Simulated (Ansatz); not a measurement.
Runs of Ansatz 0.2.0 on Ti. It takes space group P6_3/mmc (No. 194, hexagonal). The conventional cell has a = 2.950 Å, b = 2.950 Å, c = 4.680 Å, α = 90.00°, β = 90.00°, γ = 120.00°. Around Ti (site symmetry -6m2) lie 12 Ti at 2.89 to 2.95 Å. 

```tsv
task	level	potentials or basis	spin	cell	k mesh	cutoff (eV)	smearing	driver	md	temperature	timestep	steps	other keys	mesh quality	gap on the mesh (eV)	pressure (GPa)
single point	BPBE	JTH PAW	off	volume scaled by 0.92	11 × 11 × 6	1230	cold 0.15 eV	-	-	-	-	-	-	not flagged	none	8.6
density of states	r2SCANh	Ansatz PAW	off	as given	7 × 7 × 4	500	fermi-dirac 0.01 eV	chain	-	-	-	-	-	not flagged	none	-2.8
single point	BPBE	JTH PAW	off	volume scaled by 0.92	11 × 11 × 6	1230	cold 0.15 eV	chain	-	-	-	-	-	not flagged	none	8.6
single point	PBEsol+D3(BJ)+ATM	PseudoDojo PBEsol	non-collinear, ferrimagnetic start	as given	10 × 10 × 6	1143	methfessel-paxton 0.15 eV	calculator	-	-	-	-	-	not flagged	-	(a)
density of states	PBEsol+D4	PseudoDojo PBEsol stringent	off	volume scaled by 0.8	10 × 10 × 6	1143	gaussian 0.05 eV	chain	-	-	-	-	-	not flagged	none	25.3
```

**Question.** Fill in the values left out.

**Answer.** (a) -10.1.

Caveats: the PAW data sets were made with another functional, which shifts forces and pressure a little (some runs); the thresholds are loose for stress (some runs); the potentials were made for another functional, which shifts forces and pressure (some runs); the starting moments weren't kept (some runs); pairwise dispersion overbinds metals, which lowers pressure and volume (some runs).

A gap of «none» marks a metal or a gap under the smearing width.
